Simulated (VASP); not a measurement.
# CdS: convergence, self-consistent run

CdS, P1 (no. 1), 24 atoms in the cell. PBEsol; PAW potentials Cd, S (PBE set). VASP 6.6.1.

Wanted: energy within 2 meV/atom; forces within 0.01 eV/Å.

What the run is for: forces in a large cell; Accuracy asked: standard; Cell repeated: 2 × 2 × 3.

POSCAR:
```
CdS
1.0
    0.0000000000      5.8330000000      5.8330000000
    5.8330000000      0.0000000000      5.8330000000
    8.7495000000      8.7495000000      0.0000000000
Cd S
12 12
Direct
   -0.0014740000     -0.0014740000      0.0013330000
   -0.0023230000     -0.0049830000      0.3348750000
    0.0044100000      0.0019100000      0.6633510000
   -0.0003420000      0.5018350000     -0.0034780000
    0.0010300000      0.4927810000      0.3322950000
    0.0008670000      0.5015630000      0.6656970000
    0.5044400000     -0.0021450000     -0.0006200000
    0.4950940000      0.0027060000      0.3332590000
    0.5034740000     -0.0039320000      0.6670350000
    0.4999650000      0.4957850000      0.0005580000
    0.4974510000      0.5023340000      0.3350750000
    0.5021440000      0.5013500000      0.6685010000
    0.3800930000      0.3772580000      0.2476770000
    0.3697120000      0.3742270000      0.5873030000
    0.3724100000      0.3781030000      0.9171260000
    0.3747360000      0.8675740000      0.2553750000
    0.3746520000      0.8739320000      0.5845880000
    0.3737980000      0.8718840000      0.9192680000
    0.8702880000      0.3753580000      0.2561820000
    0.8799030000      0.3782340000      0.5776340000
    0.8765720000      0.3743500000      0.9160180000
    0.8720530000      0.8734440000      0.2520650000
    0.8734690000      0.8832220000      0.5781730000
    0.8804130000      0.8725320000      0.9177330000
```

The series start from Plane-wave cutoff (eV): 320; Projection operators (LREAL): Auto, ROPT -0.00025; Precision mode (PREC): Normal; Electronic threshold (eV): 1e-5; Parallel layout: defaults; Electronic algorithm: ALGO=Normal; Bands a block (NSIM): NSIM=4; Data layout and linear algebra: defaults. Each series keeps the choices made before it, and each single choice may use up half of a tolerance.

## Plane-wave cutoff (eV)

| Plane-wave cutoff (eV) | Energy less reference (meV/atom) | Forces, largest deviation (eV/Å) | SCF iterations | Time (s) |
|---|---|---|---|---|
| 250 | 14.6 | 0.009 | 14 | 38 |
| 280 | 5.0 | 0.004 | 14 | 47 |
| 320 | 0.6 | 0.006 | 14 | 62 |
| 360 | 0.5 | 0.008 | 14 | 60 |
| 440 (reference) | 0.0 | 0.000 | 14 | 80 |

Chosen: 440; the next looser run is off by more than half of the tolerance, so convergence isn't shown beyond this value.

## Projection operators (LREAL)

| Projection operators (LREAL) | Energy less reference (meV/atom) | Forces, largest deviation (eV/Å) | SCF iterations | Time (s) |
|---|---|---|---|---|
| Auto, ROPT -0.005 | -3.4 | 0.373 | 14 | 75 |
| Auto, ROPT -0.002 | 0.0 | 0.180 | 14 | 69 |
| Auto, ROPT -0.001 | -0.1 | 0.046 | 14 | 67 |
| Auto, ROPT -0.0005 | 0.2 | 0.016 | 14 | 74 |
| Auto, ROPT -0.00025 | -0.3 | 0.004 | 14 | 80 |
| Auto, ROPT -0.0001 | -0.5 | 0.002 | 14 | 73 |
| False (reference) | 0.0 | 0.000 | 14 | 94 |

Chosen: Auto, ROPT -0.00025, the loosest value from which every tighter one stays within half of the tolerance.

## Precision mode (PREC)

| Precision mode (PREC) | Energy less reference (meV/atom) | Forces, largest deviation (eV/Å) | SCF iterations | Time (s) |
|---|---|---|---|---|
| SingleN | -1.6 | 0.048 | 14 | 62 |
| Normal | 0.0 | 0.004 | 14 | 80 |
| Accurate (reference) | 0.0 | 0.000 | 14 | 142 |

Chosen: Normal.

## Electronic threshold (eV)

| Electronic threshold (eV) | Energy less reference (meV/atom) | Forces, largest deviation (eV/Å) | SCF iterations | Time (s) |
|---|---|---|---|---|
| 0.001 | 0.0 | 0.001 | 10 | 48 |
| 0.0001 | 0.0 | 0.000 | 13 | 69 |
| 1e-5 | 0.0 | 0.000 | 14 | 80 |
| 1e-6 | 0.0 | 0.000 | 16 | 86 |
| 1e-7 (reference) | 0.0 | 0.000 | 17 | 89 |

Chosen: 0.001.

## Parallel layout

| Parallel layout | Energy less reference (meV/atom) | Forces, largest deviation (eV/Å) | SCF iterations | Time (s) |
|---|---|---|---|---|
| defaults | 0.0 | 0.000 | 10 | 48 |
| NCORE=2 | 0.0 | 0.000 | 10 | 48 |
| NCORE=4 | 0.0 | 0.000 | 10 | 44 |
| NCORE=8 | 0.0 | 0.000 | 10 | 44 |
| KPAR=2 | 0.0 | 0.000 | 10 | 51 |
| KPAR=2 NCORE=2 | 0.0 | 0.000 | 10 | 64 |
| KPAR=4 | 0.0 | 0.000 | 10 | 47 |
| KPAR=4 NCORE=2 | 0.0 | 0.000 | 10 | 41 |
| NPAR=2 | 0.0 | 0.000 | 10 | 42 |

Chosen: defaults; no other choice that stays within half of the tolerance saves 30 % of the time.

## Electronic algorithm

| Electronic algorithm | Energy less reference (meV/atom) | Forces, largest deviation (eV/Å) | SCF iterations | Time (s) |
|---|---|---|---|---|
| ALGO=Normal | 0.0 | 0.000 | 10 | 48 |
| ALGO=Fast | 0.0 | 0.001 | 12 | 55 |
| ALGO=VeryFast | 0.0 | 0.001 | 17 | 60 |
| ALGO=All ISEARCH=1 | 0.0 | 0.006 | 12 | 66 |

Chosen: ALGO=Normal.

## Bands a block (NSIM)

| Bands a block (NSIM) | Energy less reference (meV/atom) | Forces, largest deviation (eV/Å) | SCF iterations | Time (s) |
|---|---|---|---|---|
| NSIM=4 | 0.0 | 0.000 | 10 | 48 |
| NSIM=1 | 0.0 | 0.000 | 10 | 51 |
| NSIM=2 | 0.0 | 0.000 | 10 | 50 |
| NSIM=8 | 0.0 | 0.001 | 11 | 48 |
| NSIM=16 | 0.0 | 0.001 | 11 | 52 |

Chosen: NSIM=4.

## Data layout and linear algebra

| Data layout and linear algebra | Energy less reference (meV/atom) | Forces, largest deviation (eV/Å) | SCF iterations | Time (s) |
|---|---|---|---|---|
| defaults | 0.0 | 0.000 | 10 | 48 |
| LPLANE=False | 0.0 | 0.000 | 10 | 47 |
| LSCALAPACK=False | 0.0 | 0.000 | 10 | 50 |
| LSCALU=True | 0.0 | 0.000 | 10 | 44 |

Chosen: defaults.

## All choices together

| Input | Energy less reference (meV/atom) | Forces, largest deviation (eV/Å) | Time (s) |
|---|---|---|---|
| the program's defaults (naive) | 5.9 | 0.003 | 52 |
| chosen settings | -0.3 | 0.004 | 48 |
| reference settings throughout | 0.0 | 0.000 | 150 |

The chosen settings stay within the tolerance of the reference run, but the reference itself isn't shown to be converged in: Plane-wave cutoff (eV).

## The input

INCAR:
```
SYSTEM = CdS
ALGO = Normal
EDIFF = 0.001
EFERMI = MIDGAP
ENCUT = 440
GGA = PS
GGA_COMPAT = .False.
ISIF = 2
ISMEAR = 0
ISYM = 0
LASPH = .True.
LCHARG = .False.
LREAL = Auto
LWAVE = .False.
NELM = 120
NSIM = 4
PREC = Normal
ROPT = -0.00025 -0.00025
SIGMA = 0.03
```

KPOINTS:
```
k-points
0
Gamma
  2 2 2
```

Commands:
```
cat potpaw_PBE.64/Cd/POTCAR potpaw_PBE.64/S/POTCAR > POTCAR
mpirun -np 8 vasp_std > vasp.out
```

Limits: Only the k mesh 2 × 2 × 2 was run, so its error is untested.

The chosen input took VASP 6.6.1 48 s on 8 cores (Intel Xeon Platinum 8375C @ 2.90GHz (Ice Lake)), a shared host.

## An input that fails: Gamma-only program on a mesh of k points

VASP's message: You are using the Gamma-point-only version with more than one k-point or some other non-Gamma k-point.

Changes against the starting input:
```
- NELM = 120
+ NELM = 97
- vasp_std
+ vasp_gam
(KPOINTS)
-k-points
+Automatic mesh
+  0 0 0
```
